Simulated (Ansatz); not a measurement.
**BaTiO3 (R3m) at 3 levels of theory**

One geometry, relaxed with PBE; plane waves with PAW potentials in Ansatz, scalar-relativistic. No spin polarisation. +U rows take U_eff Ti 4.00 eV on the d shells. Gaps are the least over mesh and band path; pressure is positive in compression.

```
Ba Ti O
1.0
     2.86290    1.65289    2.35635
    -2.86290    1.65289    2.35635
     0.00000   -3.30579    2.35635
Ba Ti O
1 1 3
Direct
  0.00501 0.00501 0.00501
  0.51917 0.51917 0.51917
  0.48837 0.48837 0.97779
  0.48837 0.97779 0.48837
  0.97779 0.48837 0.48837
```

```tsv
level	cutoff (eV)	k mesh	gap (eV)	pressure (GPa)
PBE	420	6×6×6	2.62	0.0
r2SCAN	500	6×6×6	2.98	-3.2
PBE+U	420	6×6×6	2.97	1.3
```

Spin-orbit coupling matters for the bands of heavy elements and is left out.

It was relaxed from a cell as deposited in COD.
